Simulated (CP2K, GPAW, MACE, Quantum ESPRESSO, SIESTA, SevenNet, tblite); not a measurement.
# Running random wurtzite alloy of AlN and GaN (72 atoms) with CP2K, part 2 of 3

How do the settings of CP2K change the result for random wurtzite alloy of AlN and GaN (72 atoms)? A plane-wave run serves as the yardstick.

Program: CP2K 2026.2; the method stands at each step. Banners, paths, timers and routine set-up lines are dropped from the logs unmarked, and long logs keep their key lines alone; longer cuts are marked.

So far. Step 2 (PBE, DZVP-MOLOPT-SR, 800/50 Ry, diagonalisation): Forces lie 5.3 % from the reference's, at 0.43 times its CPU time. Step 3 (PBE, SZV-MOLOPT-SR, 800/50 Ry, OT CG): Against the first run (5.3 %), the force difference from the reference is 29 %, at 1.9 times the CPU time (on 2 against 4 cores) (66 SCF steps against 12).

### 4. PBE, DZVP-MOLOPT-SR, 800/50 Ry, TC2 filter 1e-03, SCF 1e-04

Method: Kohn-Sham DFT, PBE, GTH-PBE pseudopotentials, Gaussian and plane waves, DZVP-MOLOPT-SR-GTH, linear-scaling purification of the density matrix.

File input.inp:

```
&GLOBAL
  PROJECT cell
  RUN_TYPE ENERGY_FORCE
  PRINT_LEVEL LOW
&END GLOBAL
&FORCE_EVAL
  METHOD QS
  STRESS_TENSOR ANALYTICAL
  &DFT
    BASIS_SET_FILE_NAME BASIS_MOLOPT
    POTENTIAL_FILE_NAME GTH_POTENTIALS
    &MGRID
      CUTOFF 800
      REL_CUTOFF 50
      NGRIDS 5
    &END MGRID
    &QS
      EPS_DEFAULT 1.0E-10
      LS_SCF T
    &END QS
    &LS_SCF
      PURIFICATION_METHOD TC2
      EPS_FILTER 1.0E-03
      EPS_SCF 1.0E-04
      MAX_SCF 60
      S_PRECONDITIONER ATOMIC
      MIXING_FRACTION 0.45
      REPORT_ALL_SPARSITIES F
    &END LS_SCF
    &XC
      &XC_FUNCTIONAL PBE
      &END XC_FUNCTIONAL
    &END XC
    &PRINT
      &MULLIKEN ON
      &END MULLIKEN
    &END PRINT
  &END DFT
  &SUBSYS
    &CELL
      A 9.36180 0.00000 0.00000
      B -4.68090 8.10756 0.00000
      C 0.00000 0.00000 10.00920
    &END CELL
    &COORD
      SCALED
[... 72 atom lines left out: the same atoms as in the first run ...]
    &END COORD
    &KIND Al
      BASIS_SET DZVP-MOLOPT-SR-GTH-q3
      POTENTIAL GTH-PBE-q3
    &END KIND
    &KIND N
      BASIS_SET DZVP-MOLOPT-SR-GTH-q5
      POTENTIAL GTH-PBE-q5
    &END KIND
    &KIND Ga
      BASIS_SET DZVP-MOLOPT-SR-GTH-q13
      POTENTIAL GTH-PBE-q13
    &END KIND
  &END SUBSYS
  &PRINT
    &FORCES ON
    &END FORCES
    &STRESS_TENSOR ON
    &END STRESS_TENSOR
  &END PRINT
&END FORCE_EVAL
```

Run with:

```bash
OMP_NUM_THREADS=1 mpirun -np 4 cp2k.psmp -i input.inp > output.txt
```

Numbers of over 12 decimals in the logs are rounded to 6 here.

Output:

```text
CP2K| version string:                                       CP2K version 2026.2
 CP2K| Input file name                                                 input.inp
 GLOBAL| Basis set file name                                        BASIS_MOLOPT
 GLOBAL| Potential file name                                      GTH_POTENTIALS
[... lines left out ...]
 Re-scaling the density matrix to get the right number of electrons
[... lines left out ...]
 SCF run converged in     4 steps.
[... lines left out ...]
 ENERGY| Total FORCE_EVAL ( QS ) energy [hartree]           -726.006657
[... lines left out ...]
 FORCES|      1  4.74337950E-03 -3.31662366E-02 -8.70836813E-03   3.46169694E-02
 FORCES|      2  1.04293632E-02  3.63096772E-02  4.81791251E-03   3.80838096E-02
 FORCES|      3  1.15133227E-02 -1.61065112E-02  1.07155517E-02   2.25122045E-02
[...]
FORCES|     71  1.67038516E-02 -1.64478447E-02 -1.54575511E-02   2.80799954E-02
 FORCES|     72 -2.15795527E-02  3.61899512E-03 -1.96449697E-02   2.94057657E-02
 FORCES| Sum     4.71749017E-05  1.13975503E-03  1.40086052E-03
 FORCES| Total atomic force                                       1.80656503E-03
 STRESS| Analytical stress tensor [bar]
 STRESS|                        x                   y                   z
 STRESS|      x        5.29515555412E+04   8.20740147041E+02   4.14306233412E+03
 STRESS|      y        8.20740147041E+02   6.32679487873E+04  -2.80565443204E+02
 STRESS|      z        4.14306233412E+03  -2.80565443204E+02   3.33858453429E+04
 STRESS| 1/3 Trace                                             4.98684498905E+04
```

Run time: 35 s. Hardware: 4 MPI ranks of Arm Neoverse V2, shared host; peak memory 3.1 GiB.

Against the reference:

| Item | Value |
| --- | --- |
| r.m.s. force component | 1.026 eV/Å |
| r.m.s. difference of force components | 188.7 meV/Å |
| longest difference of force vectors | 703.5 meV/Å |
| force difference over r.m.s. force | 20.11 % |
| slope of forces against the reference's | 1.078 |
| correlation of force components | 0.9855 |
| pressure | 4.987 GPa |
| pressure difference | -0.4852 GPa |
| energy less the same-level run's | 0.7432 meV/atom |
| r.m.s. force difference from the same-level run | 181.9 meV/Å |

This is a coarse setting, run to see what it loses.

Against the first run (5.3 %), the force difference from the reference is 20 %, at 0.42 times the CPU time (4 SCF steps against 12).

### 5. PBE, DZVP-MOLOPT-SR, 800/50 Ry, TC2 filter 1e-07, SCF 1e-07

Method: Kohn-Sham DFT, PBE, GTH-PBE pseudopotentials, Gaussian and plane waves, DZVP-MOLOPT-SR-GTH, linear-scaling purification of the density matrix.

input.inp: that of step 4 with these lines changed.

```diff
@@ -22,4 +22,4 @@
       PURIFICATION_METHOD TC2
-      EPS_FILTER 1.0E-03
-      EPS_SCF 1.0E-04
+      EPS_FILTER 1.0E-07
+      EPS_SCF 1.0E-07
       MAX_SCF 60
@@ -44,6 +44,6 @@
     &END CELL
-    &COORD
-      SCALED
-[... 72 atom lines left out: the same atoms as in the first run ...]
-    &END COORD
+    &TOPOLOGY
+      COORD_FILE_NAME structure.xyz
+      COORD_FILE_FORMAT XYZ
+    &END TOPOLOGY
     &KIND Al
```

File structure.xyz:

```xyz
72

Al 9.34364 0.03146 0.01481
N -0.02958 1.76534 0.58424
Al 0.01095 1.84317 2.50350
N 9.29870 0.06908 3.06652
Al 9.34883 0.01257 5.01431
N -0.04264 1.79445 5.54460
Al -0.02233 1.81439 7.55524
N 9.34359 0.01938 8.13358
Al -1.58205 2.78689 0.05265
N -1.59104 4.46337 0.58324
Al -1.56183 4.49889 2.48709
N -1.54605 2.70363 3.09935
Ga 7.78738 2.72649 4.97707
N -1.53899 4.49564 5.63088
Al -1.57494 4.50667 7.49369
N 7.80549 2.69463 8.04980
Al 6.22958 5.35156 0.04214
N -3.09932 7.18930 0.59315
Al -3.15656 7.20122 2.52212
N 6.19363 5.41415 3.09294
[... 48 atom lines left out ...]
Al 3.17534 5.34467 4.99009
N 3.12450 7.16725 5.52638
Al 3.12268 7.24905 7.49689
N 3.14954 5.41642 8.14999
```

Output:

```text
CP2K| version string:                                       CP2K version 2026.2
 CP2K| Input file name                                                 input.inp
 GLOBAL| Basis set file name                                        BASIS_MOLOPT
 GLOBAL| Potential file name                                      GTH_POTENTIALS
 GLOBAL| Run type                                                   ENERGY_FORCE
 GLOBAL| Total number of message passing processes                             4
 GLOBAL| Number of threads for this process                                    1
[... lines left out ...]
 Re-scaling the density matrix to get the right number of electrons
[... lines left out ...]
 SCF run converged in    13 steps.
[... lines left out ...]
      72     N        2          5.815101                             -0.815101
 # Total charge                            327.999993                  0.000007
 !-----------------------------------------------------------------------------!
 ENERGY| Total FORCE_EVAL ( QS ) energy [hartree]           -726.008590
 FORCES| Atomic forces [hartree/bohr]
 FORCES|   Atom     x               y               z               |f|
 FORCES|      1  4.40922734E-03 -2.80131353E-02 -3.25699150E-03   2.85444395E-02
 FORCES|      2  1.04862332E-02  3.74387391E-02  4.25759887E-03   3.91119857E-02
 FORCES|      3  6.47797844E-03 -1.00639872E-02  3.44629423E-03   1.24549182E-02
[...]
FORCES|     71  1.01306259E-02 -1.52735961E-02 -5.46305691E-03   1.91247826E-02
 FORCES|     72 -2.22428954E-02  3.98676065E-03 -1.93448839E-02   2.97466837E-02
 FORCES| Sum     4.73661305E-05  1.13856526E-03  1.40314277E-03
 FORCES| Total atomic force                                       1.80759068E-03
 STRESS| Analytical stress tensor [bar]
 STRESS|                        x                   y                   z
 STRESS|      x        5.39716910442E+04   1.10838587266E+03   4.06920064362E+03
 STRESS|      y        1.10838587266E+03   6.47445919313E+04  -4.66765549085E+02
 STRESS|      z        4.06920064362E+03  -4.66765549085E+02   3.46923142319E+04
 STRESS| 1/3 Trace                                             5.11361990691E+04
```

Elapsed: 79 s, on 4 MPI ranks; peak memory 3.1 GiB; 5.3 min of CPU time.

Numbers from this run, and their distance from the reference:

* r.m.s. force component: 0.9441 eV/Å
* r.m.s. difference of force components: 51.6 meV/Å
* longest difference of force vectors: 206.7 meV/Å
* force difference over r.m.s. force: 5.499 %
* slope of forces against the reference's: 1.005
* correlation of force components: 0.9985
* pressure: 5.114 GPa
* pressure difference: -0.3584 GPa
* energy less the same-level run's: 0.0124 meV/atom
* r.m.s. force difference from the same-level run: 13.95 meV/Å

Against the first run (5.3 %), the force difference from the reference is 5.5 %, at 0.96 times the CPU time: another solver or mixer reaches the same state.

### 6. PBE, DZVP-MOLOPT-SR, 800/50 Ry, TC2 filter 1e-04, SCF 1e-05

Method: Kohn-Sham DFT, PBE, GTH-PBE pseudopotentials, Gaussian and plane waves, DZVP-MOLOPT-SR-GTH, linear-scaling purification of the density matrix.

input.inp: that of step 5 with these lines changed.

```diff
@@ -22,4 +22,4 @@
       PURIFICATION_METHOD TC2
-      EPS_FILTER 1.0E-07
-      EPS_SCF 1.0E-07
+      EPS_FILTER 1.0E-04
+      EPS_SCF 1.0E-05
       MAX_SCF 60
```

structure.xyz is that of step 5.

Output:

```text
CP2K| version string:                                       CP2K version 2026.2
 CP2K| Input file name                                                 input.inp
 GLOBAL| Basis set file name                                        BASIS_MOLOPT
 GLOBAL| Potential file name                                      GTH_POTENTIALS
 GLOBAL| Run type                                                   ENERGY_FORCE
 GLOBAL| Total number of message passing processes                             4
 GLOBAL| Number of threads for this process                                    1
[... lines left out ...]
 Re-scaling the density matrix to get the right number of electrons
[... lines left out ...]
 SCF run converged in     5 steps.
[... lines left out ...]
      72     N        2          5.824068                             -0.824068
 # Total charge                            328.001754                 -0.001754
 !-----------------------------------------------------------------------------!
 ENERGY| Total FORCE_EVAL ( QS ) energy [hartree]           -726.005978
 FORCES| Atomic forces [hartree/bohr]
 FORCES|   Atom     x               y               z               |f|
 FORCES|      1  4.25231716E-03 -2.47703705E-02 -4.43482450E-05   2.51327559E-02
 FORCES|      2  1.06158590E-02  3.77915141E-02  3.94029444E-03   3.94515009E-02
 FORCES|      3  3.37158325E-03 -6.55766183E-03 -9.40756490E-04   7.43340603E-03
[...]
FORCES|     71  6.43787437E-03 -1.44325035E-02  6.13468770E-04   1.58151740E-02
 FORCES|     72 -2.24658041E-02  4.12397618E-03 -1.90183765E-02   2.97223515E-02
 FORCES| Sum     4.75031334E-05  1.13844956E-03  1.40430271E-03
 FORCES| Total atomic force                                       1.80842198E-03
 STRESS| Analytical stress tensor [bar]
 STRESS|                        x                   y                   z
 STRESS|      x        5.38761774911E+04   1.28371931803E+03   3.95687682014E+03
 STRESS|      y        1.28371931803E+03   6.48036069137E+04  -5.41322367403E+02
 STRESS|      z        3.95687682014E+03  -5.41322367403E+02   3.43314391139E+04
 STRESS| 1/3 Trace                                             5.10037411729E+04
```

Run time: 40 s. Hardware: 4 MPI ranks; peak memory 3.1 GiB; 2.7 min of CPU time.

Compared with the plane-wave run:

```
r.m.s. force component                          : 0.9099 eV/Å
r.m.s. difference of force components           : 138.3 meV/Å
longest difference of force vectors             : 524.8 meV/Å
force difference over r.m.s. force              : 14.74 %
slope of forces against the reference's         : 0.9592
correlation of force components                 : 0.9893
pressure                                        : 5.1 GPa
pressure difference                             : -0.3716 GPa
energy less the same-level run's                : 0.9997 meV/atom
r.m.s. force difference from the same-level run : 128.1 meV/Å
```

This is a coarse setting, run to see what it loses.

Against the first run (5.3 %), the force difference from the reference is 15 %, at 0.48 times the CPU time (5 SCF steps against 12).

### 7. PBE, DZVP-MOLOPT-SR, 280/50 Ry, OT CG

Method: Kohn-Sham DFT, PBE, GTH-PBE pseudopotentials, Gaussian and plane waves, DZVP-MOLOPT-SR-GTH, orbital transformation.

input.inp: that of step 6 with these lines changed.

```diff
@@ -12,19 +12,26 @@
     &MGRID
-      CUTOFF 800
+      CUTOFF 280
       REL_CUTOFF 50
-      NGRIDS 5
     &END MGRID
     &QS
-      EPS_DEFAULT 1.0E-10
-      LS_SCF T
+      EPS_DEFAULT 1.0E-12
     &END QS
-    &LS_SCF
-      PURIFICATION_METHOD TC2
-      EPS_FILTER 1.0E-04
-      EPS_SCF 1.0E-05
-      MAX_SCF 60
-      S_PRECONDITIONER ATOMIC
-      MIXING_FRACTION 0.45
-      REPORT_ALL_SPARSITIES F
-    &END LS_SCF
+    &SCF
+      SCF_GUESS ATOMIC
+      EPS_SCF 1.0E-06
+      MAX_SCF 30
+      &OT
+        MINIMIZER CG
+        PRECONDITIONER FULL_ALL
+        ENERGY_GAP 0.001
+      &END OT
+      &OUTER_SCF
+        EPS_SCF 1.0E-06
+        MAX_SCF 8
+      &END OUTER_SCF
+      &PRINT
+        &RESTART OFF
+        &END RESTART
+      &END PRINT
+    &END SCF
     &XC
@@ -36,2 +43,10 @@
       &END MULLIKEN
+      &HIRSHFELD ON
+        SHAPE_FUNCTION DENSITY
+      &END HIRSHFELD
+      &MO_CUBES
+        NHOMO 1
+        NLUMO 4
+        WRITE_CUBE F
+      &END MO_CUBES
     &END PRINT
@@ -44,6 +59,6 @@
     &END CELL
-    &TOPOLOGY
-      COORD_FILE_NAME structure.xyz
-      COORD_FILE_FORMAT XYZ
-    &END TOPOLOGY
+    &COORD
+      SCALED
+[... 72 atom lines left out: the same atoms as in the first run ...]
+    &END COORD
     &KIND Al
```

Run with:

```bash
OMP_NUM_THREADS=2 cp2k.psmp -i input.inp > output.txt
```

Output:

```text
CP2K| version string:                                       CP2K version 2026.2
 CP2K| Input file name                                                 input.inp
 GLOBAL| Basis set file name                                        BASIS_MOLOPT
 GLOBAL| Potential file name                                      GTH_POTENTIALS
 GLOBAL| Run type                                                   ENERGY_FORCE
 GLOBAL| Total number of message passing processes                             1
 GLOBAL| Number of threads for this process                                    2
 TOTAL NUMBERS AND MAXIMUM NUMBERS
  Total number of            - Atomic kinds:                                   3
                             - Atoms:                                         72
[... lines left out ...]
 Number of electrons:                                                        328
[... lines left out ...]
  Step     Update method      Time    Convergence         Total energy    Change
[... lines left out ...]
  Total energy:                                              -726.047704
[... lines left out ...]
  Step     Update method      Time    Convergence         Total energy    Change
[... lines left out ...]
  *** SCF run converged in     5 steps ***
[... lines left out ...]
  Total energy:                                              -726.048080
[... lines left out ...]
  outer SCF loop converged in   2 iterations or   68 steps
[... lines left out ...]
  Eigenvalues of the occupied subspace spin            1
      -0.34361338     -0.31828549     -0.31491682     -0.31215077
      -0.30982409     -0.30616914     -0.30229541     -0.30044332
      -0.29940598     -0.29661974     -0.29344735     -0.29251657
[...]
0.21170301      0.22040899      0.22333911      0.22801163
 Fermi Energy [eV] :    6.204512
  Using OT eigensolver for additional unoccupied orbitals spin            1
  Lowest Eigenvalues of the unoccupied subspace spin            1
 WARNING : did not converge in ot_eigensolver
 number of iterations          299  exceeded maximum
 current gradient / target gradient   2.3695972472343435E-005  /    1.0000000000000001E-005
       0.36691811      0.40808418      0.41150823      0.41963561
 HOMO - LUMO gap [eV] :    3.779838
 ENERGY| Total FORCE_EVAL ( QS ) energy [hartree]           -726.048080
 FORCES| Atomic forces [hartree/bohr]
 FORCES|   Atom     x               y               z               |f|
 FORCES|      1  4.53747344E-03 -2.80627970E-02 -3.38600085E-03   2.86282071E-02
 FORCES|      2  8.82902360E-03  3.81576940E-02  2.86075391E-03   3.92701564E-02
 FORCES|      3  6.68067193E-03 -1.00906056E-02  4.32085533E-03   1.28499607E-02
[...]
FORCES|     71  1.02027763E-02 -1.53307345E-02 -6.52628912E-03   1.95376691E-02
 FORCES|     72 -2.38517652E-02  3.38372327E-03 -1.88310286E-02   3.05771798E-02
 FORCES| Sum     2.41427184E-02 -3.63350615E-02  3.15181540E-02
 FORCES| Total atomic force                                       5.38191562E-02
 STRESS| Analytical stress tensor [bar]
 STRESS|                        x                   y                   z
 STRESS|      x        6.32826127146E+04  -2.72437284082E+03   4.26070627441E+03
 STRESS|      y       -2.72437284082E+03   6.96917154796E+04  -3.90704360604E+02
 STRESS|      z        4.26070627441E+03  -3.90704360604E+02   3.92164539955E+04
 STRESS| 1/3 Trace                                             5.73969273966E+04
```

It took 8.2 min on 2 threads; peak memory 0.71 GiB.

The solver for the empty levels stopped short of its threshold, so the gap is rough; its iterations count in the time.

Against the reference:

```
r.m.s. force component                           : 1.073 eV/Å
r.m.s. difference of force components            : 434.6 meV/Å
longest difference of force vectors              : 4202 meV/Å
force difference over r.m.s. force               : 46.32 %
slope of forces against the reference's          : 1.046
correlation of force components                  : 0.9151
gap (highest filled to lowest empty level) : 3.78 eV
gap difference                                   : 0.0693 eV
pressure                                         : 5.74 GPa
pressure difference                              : 0.2677 GPa
energy less the same-level run's                 : -14.91 meV/atom
r.m.s. force difference from the same-level run  : 429.2 meV/Å
```

This is a coarse setting, run to see what it loses.

Against the first run (5.3 %), the force difference from the reference is 46 %, at 3.0 times the CPU time (on 2 against 4 cores) (68 SCF steps against 12).

The difference per atom is largest on Ga (3.0 eV/Å on average, against 0.14 on N). The forces add up to 2.8 eV/Å instead of zero, usually a sign of too coarse a grid.

[end of part 2 of 3]

[Also dropped from logs without a mark: logging warnings of Python, and SIESTA's first energy breakdown and zero terms.]

[Logs are printed without paths, hosts, clocks, repeated set-up lines and the standing remarks that a program may print on its own settings, such as how far it seeks lower states.]

[Hosts, paths, dates, database ids (printed as entryN), source tags and the programs' standing remarks are cut or masked in the printed files.]
